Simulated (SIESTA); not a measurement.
The system is WC.

```
W C
1.0
     0.00000    2.19268    2.19268
     2.19268    0.00000    2.19268
     2.19268    2.19268    0.00000
W C
1 1
Cartesian
  0.0000 0.0000 0.0000
  2.1927 2.1927 2.1927
```

Measurements of this composition are mostly on another form, of space group No. 187.

Base run:

* Program: SIESTA 5.4.2
* Functional: PBEsol
* Potentials or basis: PseudoDojo 0.4 standard (PBEsol files)
* Basis: DZP (energy shift 0.003 Ry; two zetas on semicore shells)
* Grid cutoff: 800 Ry
* Energy shift: 0.003 Ry
* k mesh: 10 × 10 × 10
* Occupations: fermi-dirac, width 0.05 eV
* Spin: no spin polarisation

Its results: band gap on the k mesh none (metal or under the smearing width); pressure -0.5 GPa.

Task: After a change of settings the same cell gave: band gap on the k mesh none (metal or under the smearing width); pressure -2.5 GPa. Which change was it?
A. functional from PBEsol to vdW-DF-cx; potentials or basis from PseudoDojo 0.4 standard (PBEsol files) to PseudoDojo 0.4 standard (PBE files)
B. functional from PBEsol to BLYP; potentials or basis from PseudoDojo 0.4 standard (PBEsol files) to PseudoDojo 0.4 standard (PBE files)
C. functional from PBEsol to AM05
D. functional from PBEsol to LDA; potentials or basis from PseudoDojo 0.4 standard (PBEsol files) to PseudoDojo 0.4 standard (LDA files)

Result: C.

Caveats: short orbitals over semicore shells can move pressures by several GPa; the basis of atomic orbitals isn't converged, which shifts pressures, moduli and gaps; the potentials were made for another functional, which shifts forces and pressure (some runs); spin-orbit coupling is left out, which moves the levels of the heavy elements (some runs).
